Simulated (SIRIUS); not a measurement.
**GaAs in SIRIUS: convergence with k mesh**

Input of the first run (k mesh 1 × 1 × 1); the others differ in this setting and in those tied to it:

The input sirius.json:

```json
{
  "control": {
    "processing_unit": "cpu",
    "std_evp_solver_name": "lapack",
    "gen_evp_solver_name": "lapack",
    "verbosity": 2,
    "print_forces": true,
    "ortho_rf": true,
    "use_second_variation": true,
    "rmt_max": 3.0,
    "num_bands_to_print": 24,
    "save_wf": true
  },
  "parameters": {
    "electronic_structure_method": "full_potential_lapwlo",
    "xc_functionals": ["XC_GGA_X_PBE", "XC_GGA_C_PBE"],
    "core_relativity": "dirac",
    "valence_relativity": "iora",
    "num_fv_states": 29,
    "smearing": "fermi_dirac",
    "smearing_width": 0.0018374661,
    "pw_cutoff": 20,
    "gk_cutoff": 3.7,
    "lmax_apw": 10,
    "lmax_rho": 8,
    "lmax_pot": 8,
    "num_mag_dims": 0,
    "auto_rmt": 0,
    "ngridk": [1, 1, 1],
    "shiftk": [0, 0, 0],
    "num_dft_iter": 80,
    "energy_tol": 1e-07,
    "density_tol": 1e-05,
    "use_symmetry": true
  },
  "settings": {"tol_ne": 1e-10},
  "iterative_solver": {"type": "exact"},
  "mixer": {"type": "anderson", "beta": 0.5, "max_history": 8},
  "unit_cell": {
    "lattice_vectors": [[0.0, 5.3419722954, 5.3419722954], [5.3419722954, 0.0, 5.3419722954], [5.3419722954, 5.3419722954, 0.0]],
    "atom_types": ["As", "Ga"],
    "atom_files": {"As": "As.json", "Ga": "Ga.json"},
    "atoms": {"As": [[0.75, 0.75, 0.75]], "Ga": [[0.0, 0.0, 0.0]]}
  }
}
```

File As.json:

```json
{
  "name": "arsenic",
  "symbol": "As",
  "number": 33,
  "mass": 74.9216,
  "rmin": 1e-06,
  "rmt": 2.27,
  "nrmt": 800,
  "rinf": 15.07,
  "core": "1s2s2p",
  "valence": [
    {"basis": [{"enu": 0.02, "dme": 0, "n": 0, "auto": 0}, {"enu": 0.02, "dme": 1, "n": 0, "auto": 0}]},
    {"l": 0, "n": 1, "basis": [{"enu": -0.0014, "dme": 0, "n": 0, "auto": 0}]},
    {"l": 1, "n": 2, "basis": [{"enu": 0.12, "dme": 0, "n": 0, "auto": 0}]},
    {"l": 2, "n": 3, "basis": [{"enu": 0.12, "dme": 0, "n": 0, "auto": 0}]},
    {"l": 3, "n": 4, "basis": [{"enu": 0.12, "dme": 0, "n": 0, "auto": 0}]}
  ],
  "lo": [
    {
      "l": 0,
      "basis": [{"enu": -0.0014, "dme": 0, "n": 0, "auto": 0}, {"enu": -0.0014, "dme": 1, "n": 0, "auto": 0}]
    },
    {
      "l": 0,
      "basis": [{"enu": -0.0014, "dme": 1, "n": 0, "auto": 0}, {"enu": -0.0014, "dme": 2, "n": 0, "auto": 0}]
    },
    {
      "l": 0,
      "basis": [{"enu": -6.6308, "dme": 0, "n": 3, "auto": 1}, {"enu": -6.6308, "dme": 1, "n": 3, "auto": 1}]
    },
    {
      "l": 0,
      "basis": [{"enu": -0.0014, "dme": 0, "n": 0, "auto": 0}, {"enu": 2.3274, "dme": 0, "n": 0, "auto": 0}]
    },
    {"l": 1, "basis": [{"enu": 0.12, "dme": 0, "n": 0, "auto": 0}, {"enu": 0.12, "dme": 1, "n": 0, "auto": 0}]},
    {
      "l": 1,
      "basis": [{"enu": -4.5809, "dme": 0, "n": 3, "auto": 1}, {"enu": -4.5809, "dme": 1, "n": 3, "auto": 1}]
    },
    {
      "l": 1,
      "basis": [{"enu": -4.5809, "dme": 1, "n": 3, "auto": 1}, {"enu": 0.12, "dme": 0, "n": 0, "auto": 0}]
    },
    {"l": 1, "basis": [{"enu": 0.12, "dme": 0, "n": 0, "auto": 0}, {"enu": 3.6908, "dme": 0, "n": 0, "auto": 0}]},
    {"l": 2, "basis": [{"enu": 0.12, "dme": 0, "n": 0, "auto": 0}, {"enu": 0.12, "dme": 1, "n": 0, "auto": 0}]},
    {
      "l": 2,
      "basis": [{"enu": -1.1885, "dme": 0, "n": 3, "auto": 1}, {"enu": -1.1885, "dme": 1, "n": 3, "auto": 1}]
    },
    {
      "l": 2,
      "basis": [{"enu": -1.1885, "dme": 1, "n": 3, "auto": 1}, {"enu": 0.12, "dme": 0, "n": 0, "auto": 0}]
    },
    {"l": 2, "basis": [{"enu": 0.12, "dme": 0, "n": 0, "auto": 0}, {"enu": 4.1566, "dme": 0, "n": 0, "auto": 0}]},
    {"l": 3, "basis": [{"enu": 0.12, "dme": 0, "n": 0, "auto": 0}, {"enu": 0.12, "dme": 1, "n": 0, "auto": 0}]},
    {"l": 3, "basis": [{"enu": 0.12, "dme": 0, "n": 0, "auto": 0}, {"enu": 3.4967, "dme": 0, "n": 0, "auto": 0}]}
  ],
  "free_atom": [... radial grid and density of the free atom, the start of the SCF ...]
}
```

File Ga.json:

```json
{
  "name": "gallium",
  "symbol": "Ga",
  "number": 31,
  "mass": 69.723,
  "rmin": 1e-06,
  "rmt": 2.27,
  "nrmt": 800,
  "rinf": 19.67,
  "core": "1s2s2p",
  "valence": [
    {"basis": [{"enu": 0.02, "dme": 0, "n": 0, "auto": 0}, {"enu": 0.02, "dme": 1, "n": 0, "auto": 0}]},
    {"l": 0, "n": 1, "basis": [{"enu": 0.0521, "dme": 0, "n": 0, "auto": 0}]},
    {"l": 1, "n": 2, "basis": [{"enu": 0.12, "dme": 0, "n": 0, "auto": 0}]},
    {"l": 2, "n": 3, "basis": [{"enu": 0.12, "dme": 0, "n": 0, "auto": 0}]},
    {"l": 3, "n": 4, "basis": [{"enu": 0.12, "dme": 0, "n": 0, "auto": 0}]}
  ],
  "lo": [
    {
      "l": 0,
      "basis": [{"enu": 0.0521, "dme": 0, "n": 0, "auto": 0}, {"enu": 0.0521, "dme": 1, "n": 0, "auto": 0}]
    },
    {
      "l": 0,
      "basis": [{"enu": -5.1843, "dme": 0, "n": 3, "auto": 1}, {"enu": -5.1843, "dme": 1, "n": 3, "auto": 1}]
    },
    {
      "l": 0,
      "basis": [{"enu": -5.1843, "dme": 1, "n": 3, "auto": 1}, {"enu": 0.0521, "dme": 0, "n": 0, "auto": 0}]
    },
    {
      "l": 0,
      "basis": [{"enu": 0.0521, "dme": 0, "n": 0, "auto": 0}, {"enu": 3.1571, "dme": 0, "n": 0, "auto": 0}]
    },
    {"l": 1, "basis": [{"enu": 0.12, "dme": 0, "n": 0, "auto": 0}, {"enu": 0.12, "dme": 1, "n": 0, "auto": 0}]},
    {
      "l": 1,
      "basis": [{"enu": -3.4008, "dme": 0, "n": 3, "auto": 1}, {"enu": -3.4008, "dme": 1, "n": 3, "auto": 1}]
    },
    {
      "l": 1,
      "basis": [{"enu": -3.4008, "dme": 1, "n": 3, "auto": 1}, {"enu": 0.12, "dme": 0, "n": 0, "auto": 0}]
    },
    {"l": 1, "basis": [{"enu": 0.12, "dme": 0, "n": 0, "auto": 0}, {"enu": 3.6908, "dme": 0, "n": 0, "auto": 0}]},
    {"l": 2, "basis": [{"enu": 0.12, "dme": 0, "n": 0, "auto": 0}, {"enu": 0.12, "dme": 1, "n": 0, "auto": 0}]},
    {
      "l": 2,
      "basis": [{"enu": -0.4941, "dme": 0, "n": 3, "auto": 1}, {"enu": -0.4941, "dme": 1, "n": 3, "auto": 1}]
    },
    {
      "l": 2,
      "basis": [{"enu": -0.4941, "dme": 1, "n": 3, "auto": 1}, {"enu": 0.12, "dme": 0, "n": 0, "auto": 0}]
    },
    {"l": 2, "basis": [{"enu": 0.12, "dme": 0, "n": 0, "auto": 0}, {"enu": 4.1566, "dme": 0, "n": 0, "auto": 0}]},
    {"l": 3, "basis": [{"enu": 0.12, "dme": 0, "n": 0, "auto": 0}, {"enu": 0.12, "dme": 1, "n": 0, "auto": 0}]},
    {"l": 3, "basis": [{"enu": 0.12, "dme": 0, "n": 0, "auto": 0}, {"enu": 3.4967, "dme": 0, "n": 0, "auto": 0}]}
  ],
  "free_atom": [... radial grid and density of the free atom, the start of the SCF ...]
}
```

File sirius_start.json:

```json
{
  "control": {
    "processing_unit": "cpu",
    "std_evp_solver_name": "lapack",
    "gen_evp_solver_name": "lapack",
    "verbosity": 1,
    "print_forces": false,
    "ortho_rf": true,
    "use_second_variation": true,
    "rmt_max": 3.0,
    "num_bands_to_print": 24,
    "save_wf": false
  },
  "parameters": {
    "electronic_structure_method": "full_potential_lapwlo",
    "xc_functionals": ["XC_LDA_X", "XC_LDA_C_PW"],
    "core_relativity": "dirac",
    "valence_relativity": "iora",
    "num_fv_states": 29,
    "smearing": "fermi_dirac",
    "smearing_width": 0.0055123983,
    "pw_cutoff": 20,
    "gk_cutoff": 2.96,
    "lmax_apw": 10,
    "lmax_rho": 8,
    "lmax_pot": 8,
    "num_mag_dims": 0,
    "auto_rmt": 0,
    "ngridk": [1, 1, 1],
    "shiftk": [0, 0, 0],
    "num_dft_iter": 30,
    "energy_tol": 0.01,
    "density_tol": 0.05,
    "use_symmetry": true
  },
  "settings": {"tol_ne": 1e-10},
  "iterative_solver": {"type": "exact"},
  "mixer": {"type": "anderson", "beta": 0.5, "max_history": 8},
  "unit_cell": {
    "lattice_vectors": [[0.0, 5.3419722954, 5.3419722954], [5.3419722954, 0.0, 5.3419722954], [5.3419722954, 5.3419722954, 0.0]],
    "atom_types": ["As", "Ga"],
    "atom_files": {"As": "As.json", "Ga": "Ga.json"},
    "atoms": {"As": [[0.75, 0.75, 0.75]], "Ga": [[0.0, 0.0, 0.0]]}
  }
}
```

Potentials or basis: all-electron FP-LAPW, apw+lo standard.

Run with:

```sh
$ OMP_NUM_THREADS=1 sirius.scf --input=sirius_start.json --output=start.json
$ OMP_NUM_THREADS=1 sirius.scf --input=sirius.json --output=output.json --task=1
```

Hardware: 1 thread of Arm Neoverse V2, with other jobs on the host.

Problem. The values tried are 1 × 1 × 1, 2 × 2 × 2, 4 × 4 × 4, 5 × 5 × 5, 6 × 6 × 6, 8 × 8 × 8, 10 × 10 × 10, loosest first. From which on does the gap on the mesh stay within 0.01 eV of the tightest run that finished?

Solution. From 5 × 5 × 5 on.

```csv
k mesh,"energy less the tightest run, at zero smearing (meV/atom)",gap on the mesh (eV),SCF cycles,CPU time (s),peak memory (GiB)
1 × 1 × 1,8922.50,0.232,11,30,0.37
2 × 2 × 2,1214.66,0.450,9,29,0.38
4 × 4 × 4,88.76,0.508,9,33,0.39
5 × 5 × 5,30.77,0.514,9,35,0.4
6 × 6 × 6,11.83,0.517,9,40,0.42
8 × 8 × 8,1.72,0.519,8,48,0.46
10 × 10 × 10,0.00,0.520,8,62,0.52
```

Not settled before the last step: the energy (to 1 meV/atom). Meshes of other sizes hit other points, so gaps and Fermi surfaces needn't settle smoothly. The tightest run that finished is the yardstick and may itself not be fully converged.
